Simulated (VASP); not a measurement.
# GaSb (I-4m2) in VASP: single point with PBEsol

Aim: the single point of GaSb with PBEsol.

All numbers are computed with VASP 6.6.1; they aren't measurements. Logs are shortened: lines on timing, memory, paths and dates and some standing lists are left out, and cuts for length are marked.

## Step 1: The structure

It takes space group I-4m2 (No. 119, tetragonal). Conventional cell: a = 5.433 Å, b = 5.433 Å, c = 3.097 Å, α = 90.00°, β = 90.00°, γ = 90.00°. Ga (site symmetry -4m2) has 4 Sb at 2.82 Å and 2 Ga at 3.10 Å as nearest neighbours. Sb (site symmetry -4m2) is surrounded by 4 Ga at 2.82 Å and 2 Sb at 3.10 Å.

Measurements of this composition are mostly on another form, of space group No. 216.

## Step 2: Single point, PBEsol

INCAR reads:

```
PREC     = Accurate       # precision mode
ENCUT    = 520            # plane-wave cutoff, eV
EDIFF    = 1E-6           # SCF threshold, eV
ISMEAR   = 0              # smearing method
SIGMA    = 0.15           # smearing width, eV
LREAL    = False          # projectors in reciprocal space
LASPH    = True           # aspherical terms in the spheres
NELM     = 100            # most SCF steps
ALGO     = Fast           # electronic algorithm
ISIF     = 2              # what is computed and relaxed
LWAVE    = False          # write WAVECAR
LCHARG   = False          # write CHGCAR
GGA      = PS             # functional
NBANDS   = 16             # bands
```

KPOINTS reads:

```
Automatic mesh
0
Gamma
  16 16 16
```

POSCAR reads:

```
GaSb
1.0
   -2.7165073684      2.7165073684      1.5482526358
    2.7165073684     -2.7165073684      1.5482526358
    2.7165073684      2.7165073684     -1.5482526358
Ga Sb
1 1
Direct
    0.2500000000      0.7500000000      0.5000000000
    0.0000000000      0.0000000000      0.0000000000
```

Potentials or basis: VASP PAW PBE potentials, release 64 (Ga_d, Sb).

Started as:

```sh
cat potpaw_PBE.64/Ga_d/POTCAR potpaw_PBE.64/Sb/POTCAR > POTCAR
mpirun -np 1 vasp_std > vasp.out
```

OUTCAR:

```text
PREC = Accurate
   ENCUT = 520
   EDIFF = 1E-6
   ISMEAR = 0
   LREAL = False
   LASPH = True
   NELM = 100
   ISIF = 2
   GGA = PS

 ion  position               nearest neighbor table
   1  0.250  0.750  0.500-   2 2.82   2 2.82   2 2.82   2 2.82
   2  0.000  0.000  0.000-   1 2.82   1 2.82   1 2.82   1 2.82

  LATTYP: Found a body centered tetragonal cell.
 ALAT       =     5.4330147368
 C/A-ratio  =     0.5699423656

  Lattice vectors:

 A1 = (  -2.7165073684,   2.7165073684,   1.5482526358)
 A2 = (   2.7165073684,  -2.7165073684,   1.5482526358)
 A3 = (   2.7165073684,   2.7165073684,  -1.5482526358)

Analysis of symmetry for initial positions (statically):
=====================================================================
 Subroutine PRICEL returns:
 Original cell was already a primitive cell.

 Routine SETGRP: Setting up the symmetry group for a
 body centered tetragonal supercell.

 Subroutine GETGRP returns: Found  8 space group operations
 (whereof  8 operations were pure point group operations)
 out of a pool of 16 trial point group operations.

The static configuration has the point symmetry D_2d.

Analysis of symmetry for dynamics (positions and initial velocities):
=====================================================================
 Subroutine PRICEL returns:
 Original cell was already a primitive cell.

 Routine SETGRP: Setting up the symmetry group for a
 body centered tetragonal supercell.

 Subroutine GETGRP returns: Found  8 space group operations
 (whereof  8 operations were pure point group operations)
 out of a pool of 16 trial point group operations.

The dynamic configuration has the point symmetry D_2d.

 Subroutine INISYM returns: Found  8 space group operations
 (whereof  8 operations are pure point group operations),
 and found     1 'primitive' translations

----------------------------------------------------------------------------------------

                                     Primitive cell

  volume of cell :      45.7008

  direct lattice vectors                    reciprocal lattice vectors
    -2.716507368  2.716507368  1.548252636     0.000000000  0.184059873  0.322944711
     2.716507368 -2.716507368  1.548252636     0.184059873  0.000000000  0.322944711
     2.716507368  2.716507368 -1.548252636     0.184059873  0.184059873  0.000000000

  length of vectors
     4.141969434  4.141969434  4.141969434     0.371714034  0.371714034  0.260299968

  position of ions in fractional coordinates (direct lattice)
     0.250000000  0.750000000  0.500000000
     0.000000000  0.000000000  0.000000000

  ion indices of the primitive-cell ions
   primitive index   ion index
                 1           1
                 2           2

----------------------------------------------------------------------------------------

 KPOINTS: Automatic mesh

Automatic generation of k-mesh.
 Grid dimensions read from file:
 generate k-points for:   16   16   16

 Generating k-lattice:

  Cartesian coordinates                     Fractional coordinates (reciprocal lattice)
     0.000000000  0.011503742  0.020184044     0.062500000  0.000000000 -0.000000000
     0.011503742  0.000000000  0.020184044     0.000000000  0.062500000 -0.000000000
     0.011503742  0.011503742  0.000000000     0.000000000  0.000000000  0.062500000

  Length of vectors
     0.023232127  0.023232127  0.016268748

  Shift w.r.t. Gamma in fractional coordinates (k-lattice)
     0.000000000  0.000000000  0.000000000

 Subroutine IBZKPT returns following result:
 ===========================================

 Found    349 irreducible k-points:

 Following reciprocal coordinates:
            Coordinates               Weight
  0.000000  0.000000  0.000000      1.000000
  0.062500  0.000000 -0.000000      8.000000
  0.125000  0.000000 -0.000000      8.000000
  0.187500  0.000000 -0.000000      8.000000
  0.250000  0.000000 -0.000000      8.000000
  0.312500  0.000000 -0.000000      8.000000
[... 16 lines left out ...]
 -0.125000  0.062500  0.000000     16.000000
 -0.062500  0.062500  0.000000      4.000000
 [... further k-points ...]
   k-points           NKPTS =    349   k-points in BZ     NKDIM =    349   number of bands    NBANDS=     16
   number of dos      NEDOS =    301   number of ions     NIONS =      2
   total plane-waves  NPLWV =  32768
   dimension x,y,z NGX =    32 NGY =   32 NGZ =   32
   dimension x,y,z NGXF=    64 NGYF=   64 NGZF=   64
   ions per type =               1   1
   NGX,Y,Z   is equivalent  to a cutoff of  12.84, 12.84, 12.84 a.u.
   NGXF,Y,Z  is equivalent  to a cutoff of  25.69, 25.69, 25.69 a.u.
 SYSTEM =  unknown system
   PREC   = accura    normal or accurate (medium, high low for compatibility)
   ISTART =      0    job   : 0-new  1-cont  2-samecut
   ICHARG =      2    charge: 1-file 2-atom 10-const
   ISPIN  =      1    spin polarized calculation?
   LNONCOLLINEAR =      F non collinear calculations
   LSORBIT =      F    spin-orbit coupling
   LASPH  =      T    aspherical Exc in radial PAW
   ENCUT  =  520.0 eV  38.22 Ry    6.18 a.u.   7.70  7.70  7.70*2*pi/ulx,y,z
   NELM   =    100;   NELMIN=  2; NELMDL= -5     # of ELM steps
   EDIFF  = 0.1E-05   stopping-criterion for ELM
[... 12 lines left out ...]
   EMIN   =  10.00;   EMAX   =-10.00  energy-range for DOS
   EFERMI =   0.00;   METHOD = LEGACY
   ISMEAR =     0;   SIGMA  =   0.15  broadening in eV -4-tet -1-fermi 0-gaus
   EFERMI_NEDOS =   21; number of points for ismear=-14 and -15
   IALGO  =     68    algorithm
   IMIX   =      4    mixing-type and parameters
     AMIX     =   0.40;   BMIX     =  1.00
     AMIX_MAG =   1.60;   BMIX_MAG =  1.00
  volume/ion in A,a.u.               =      22.85       154.20
  Fermi-wavevector in a.u.,A,eV,Ry     =   1.200027  2.267723 19.593282  1.440066
  Thomas-Fermi vector in A             =   2.335874
   LORBIT       =      0    0 simple, 1 ext, 2 COOP (PROOUT), +10 PAW based schemes
   GGA     = PS    functional components
   LHFCALC =     F    Hartree Fock is set to
   AEXX    =    0.0000 exact exchange contribution
   IVDW    =     0    specifies the selected vdW correction
   LEPSILON=     F    determine dielectric tensor
   LRPA    =     F    only Hartree local field effects (RPA)
 non-spin polarized calculation
 RMM-DIIS sequential band-by-band and
 Gauss-broadening in eV      SIGMA  =   0.15
  energy-cutoff  :      520.00
  volume of cell :       45.70
 maximum number of plane-waves:      1253
   NGX = 15   NGY = 15   NGZ = 15

 number of electron      18.0000010 magnetization

 Free energy of the ion-electron system (eV)
  ---------------------------------------------------
  ext. energy  EPLUGINS =         0.00000000
  ---------------------------------------------------
  free energy    TOTEN  =        -7.89138512 eV

  energy without entropy =       -7.88267319  energy(sigma->0) =       -7.88702915

 E-fermi :   7.0303     XC(G=0): -10.6098

 val. band max:        7.0224606634   @ k =  -0.1250  -0.1875   0.0625
 cond. band min:       7.0337055169   @ k =   0.3125   0.0625   0.0625
 fundamental gap:      0.0112448534
 Fermi energy:         7.0302531143

 k-point     1 :       0.0000    0.0000    0.0000
  band No.  band energies     occupation
      1      -7.9211      2.00000
      2      -7.8276      2.00000
      3      -7.8212      2.00000
      4      -7.7832      2.00000
      5      -7.7832      2.00000
      6      -5.3372      2.00000
[... 8 lines left out ...]
     15      17.2707      0.00000
     16      17.8324      0.00000

 k-point     2 :       0.0625    0.0000   -0.0000
  band No.  band energies     occupation
      1      -7.9149      2.00000
      2      -7.8282      2.00000
      3      -7.8202      2.00000
      4      -7.7859      2.00000
      5      -7.7859      2.00000
      6      -5.2574      2.00000
[... 8 lines left out ...]
     15      17.2143      0.00000
     16      17.4872      0.00000

 k-point     3 :       0.1250    0.0000   -0.0000
  band No.  band energies     occupation
      1      -7.8974      2.00000
      2      -7.8299      2.00000
      3      -7.8175      2.00000
      4      -7.7935      2.00000
      5      -7.7933      2.00000
      6      -5.0184      2.00000
[... 8 lines left out ...]
     15      16.1870      0.00000
     16      16.7190      0.00000

 k-point     4 :       0.1875    0.0000   -0.0000
  band No.  band energies     occupation
      1      -7.8715      2.00000
      2      -7.8325      2.00000
      3      -7.8153      2.00000
      4      -7.8046      2.00000
      5      -7.8027      2.00000
      6      -4.6218      2.00000
[... 8 lines left out ...]
     15      15.3588      0.00000
     16      16.6480      0.00000

 k-point     5 :       0.2500    0.0000   -0.0000
  band No.  band energies     occupation
      1      -7.8466      2.00000
      2      -7.8330      2.00000
      3      -7.8227      2.00000
      4      -7.8149      2.00000
      5      -7.8037      2.00000
      6      -4.0719      2.00000
[... 8 lines left out ...]
     15      14.7333      0.00000
     16      17.0266      0.00000

 k-point     6 :       0.3125    0.0000   -0.0000
  band No.  band energies     occupation
      1      -7.8489      2.00000
      2      -7.8356      2.00000
      3      -7.8295      2.00000
      4      -7.8020      2.00000
      5      -7.7991      2.00000
      6      -3.3800      2.00000
[... 8 lines left out ...]
     15      14.3286      0.00000
     16      17.6495      0.00000

 k-point     7 :       0.3750    0.0000   -0.0000
  band No.  band energies     occupation
      1      -7.8583      2.00000
      2      -7.8471      2.00000
      3      -7.8333      2.00000
      4      -7.7946      2.00000
      5      -7.7768      2.00000
      6      -2.5750      2.00000
[... 8 lines left out ...]
     15      15.1813      0.00000
     16      18.4013      0.00000

 k-point     8 :       0.4375    0.0000   -0.0000
  band No.  band energies     occupation
      1      -7.8656      2.00000
      2      -7.8549      2.00000
      3      -7.8355      2.00000
      4      -7.7915      2.00000
      5      -7.7591      2.00000
      6      -1.7533      2.00000
[... 8 lines left out ...]
     15      16.6401      0.00000
     16      18.4864      0.00000

 k-point     9 :       0.5000    0.0000   -0.0000
  band No.  band energies     occupation
      1      -7.8683      2.00000
      2      -7.8576      2.00000
      3      -7.8362      2.00000
      4      -7.7904      2.00000
      5      -7.7528      2.00000
      6      -1.3050      2.00000
[... 8 lines left out ...]
     15      17.6131      0.00000
     16      18.1247      0.00000
[... 172 lines left out ...]
 k-point    19 :      -0.3750    0.0625    0.0000
  band No.  band energies     occupation
      1      -7.8521      2.00000
      2      -7.8361      2.00000
      3      -7.8295      2.00000
      4      -7.8008      2.00000
      5      -7.7965      2.00000
      6      -3.1792      2.00000
[... 8 lines left out ...]
     15      14.9597      0.00000
     16      17.4234      0.00000

 k-point    20 :      -0.3125    0.0625    0.0000
  band No.  band energies     occupation
      1      -7.8485      2.00000
      2      -7.8340      2.00000
      3      -7.8231      2.00000
      4      -7.8140      2.00000
      5      -7.8011      2.00000
      6      -3.8982      2.00000
[... 8 lines left out ...]
     15      15.1253      0.00000
     16      16.8048      0.00000

 k-point    21 :      -0.2500    0.0625    0.0000
  band No.  band energies     occupation
      1      -7.8703      2.00000
      2      -7.8358      2.00000
      3      -7.8150      2.00000
      4      -7.8043      2.00000
      5      -7.8007      2.00000
      6      -4.4803      2.00000
[... 8 lines left out ...]
     15      15.6645      0.00000
     16      16.4633      0.00000

 k-point    22 :      -0.1875    0.0625    0.0000
  band No.  band energies     occupation
      1      -7.8960      2.00000
      2      -7.8326      2.00000
      3      -7.8163      2.00000
      4      -7.7937      2.00000
      5      -7.7922      2.00000
      6      -4.9115      2.00000
[... 8 lines left out ...]
     15      16.3388      0.00000
     16      16.6719      0.00000

 k-point    23 :      -0.1250    0.0625    0.0000
  band No.  band energies     occupation
      1      -7.9139      2.00000
      2      -7.8300      2.00000
      3      -7.8192      2.00000
      4      -7.7861      2.00000
      5      -7.7851      2.00000
      6      -5.1859      2.00000
[... 8 lines left out ...]
     15      17.1302      0.00000
     16      17.4057      0.00000

 k-point    24 :      -0.0625    0.0625    0.0000
  band No.  band energies     occupation
      1      -7.9205      2.00000
      2      -7.8285      2.00000
      3      -7.8206      2.00000
      4      -7.7833      2.00000
      5      -7.7828      2.00000
      6      -5.3014      2.00000
[... 8 lines left out ...]
     15      17.1342      0.00000
     16      17.9028      0.00000

 [... further k-points ...]

------------------------ aborting loop because EDIFF is reached ----------------------------------------

  FORCE on cell =-STRESS in cart. coord.  units (eV):
  Direction    XX          YY          ZZ          XY          YZ          ZX
  --------------------------------------------------------------------------------------
  -------------------------------------------------------------------------------------
  Total        0.0516866      0.0516866      0.0513136      0.0000000      0.0000000      0.0000000
  in kB        1.8120295      1.8120295      1.7989507      0.0000000      0.0000000      0.0000000
  external PRESSURE =       1.8076699 kB  Pullay stress =       0.0000000 kB

 VOLUME and BASIS-vectors are now :
 -----------------------------------------------------------------------------
  energy-cutoff  :      520.00
  volume of cell :       45.70
      direct lattice vectors                 reciprocal lattice vectors
    -2.716507368  2.716507368  1.548252636     0.000000000  0.184059873  0.322944711
     2.716507368 -2.716507368  1.548252636     0.184059873  0.000000000  0.322944711
     2.716507368  2.716507368 -1.548252636     0.184059873  0.184059873  0.000000000

 POSITION                                       TOTAL-FORCE (eV/Angst)
 -----------------------------------------------------------------------------------
      2.71651      0.00000      0.77413         0.000000      0.000000      0.000000
      0.00000      0.00000      0.00000        -0.000000     -0.000000     -0.000000
 -----------------------------------------------------------------------------------
    total drift:                                0.000000     -0.000000     -0.000000

  FREE ENERGIE OF THE ION-ELECTRON SYSTEM (eV)
  ---------------------------------------------------
  free  energy   TOTEN  =        -7.8913851184 eV

  energy  without entropy=       -7.8826731898  energy(sigma->0) =       -7.88702915
```

It took 3.1 min on 1 thread of Intel Xeon Platinum 8488C (Sapphire Rapids), shared host; peak memory 0.39 GiB.

Results:

- Free energy: -7.8914 eV
- Pressure: 0.2 GPa
- Band gap on the k mesh: none (metal or under the smearing width)

Caveat: the PAW data sets were made with another functional, which shifts forces and pressure a little.
